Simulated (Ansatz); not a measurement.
# B: strong compression

One table from this session's results is given with a row withheld; the runs are named, their logs left out.

Computed with Ansatz 0.2.0 (DFT, PBE, PAW with Ansatz's default frozen-core files, scalar-relativistic, unless a step's input says otherwise).

## The system as given

Symmetry: Im-3m, No. 229, cubic system. The conventional cell has a = 2.351 Å, b = 2.351 Å, c = 2.351 Å, α = 90.00°, β = 90.00°, γ = 90.00°. B (site symmetry m-3m) is surrounded by 8 B at 2.04 Å.

Structure file:

```
B
1.0
    -1.17567    1.17567    1.17567
     1.17567   -1.17567    1.17567
     1.17567    1.17567   -1.17567
B
1
Direct
  0.00000 0.00000 0.00000
```

Whether this phase is the stable one at these pressures isn't tested.

Set-up of the first run:

Input file input.yaml:

```yaml
crystal:
  lattice:
    - [-1.1756673439, 1.1756673439, 1.1756673439]
    - [1.1756673439, -1.1756673439, 1.1756673439]
    - [1.1756673439, 1.1756673439, -1.1756673439]
  atoms:
    - { symbol: B, position: [0.0, 0.0, 0.0] }
kpoints:
  mp_grid: { grid: [22, 22, 22] }
scf:
  occupations: { method: fermi_dirac, width: 0.1 }
hamiltonian:
  xc: pbe
  pseudopotentials: { kind: paw }
output:
  forces: true
  stress: true
relax:
  f_tol: 0.005
  max_steps: 40
  cell: {}
```

The run is started by

```console
$ ansatz run input.yaml --threads 1 --pin off --max-ram 2048MiB --backend cpu --events-out ev --progress --plain --runs-dir out
```

Steps of the session up to this table: Cell relaxed at zero pressure, PAW; Volume scaled by 1, PAW; Volume scaled by 0.88, PAW; Volume scaled by 0.78, PAW; Volume scaled by 0.68, PAW; Volume scaled by 0.58, PAW; Volume scaled by 0.5, PAW; Volume scaled by 0.43, PAW; Volume scaled by 0.43, PAW (cutoff 300 eV).

One of the session's tables, all rows but one given; the rest of the session is left out.

| method | volume over the first | volume (Å³/atom) | pressure (GPa) |
| --- | --- | --- | --- |
| PAW | 1 | 6.150 | 0.00 |
| PAW | 0.88 | 5.412 | 38.08 |
| PAW | 0.78 | 4.797 | 92.71 |
| PAW | 0.68 | ? | ? |
| PAW | 0.58 | 3.567 | 344.47 |
| PAW | 0.5 | 3.075 | 566.61 |
| PAW | 0.43 | 2.645 | 893.62 |
| PAW (cutoff 300 eV) | 0.43 | 2.645 | 894.35 |

**Question.** Estimate the row for PAW, 0.68.

The run gave: volume (Å³/atom): 4.182; pressure (GPa): 184.25. In the column «volume (Å³/atom)» it lies between PAW, 0.58 (3.567) and PAW, 0.78 (4.797).

Limits of these values: Warnings in the runs' records: cutoff below recommended.
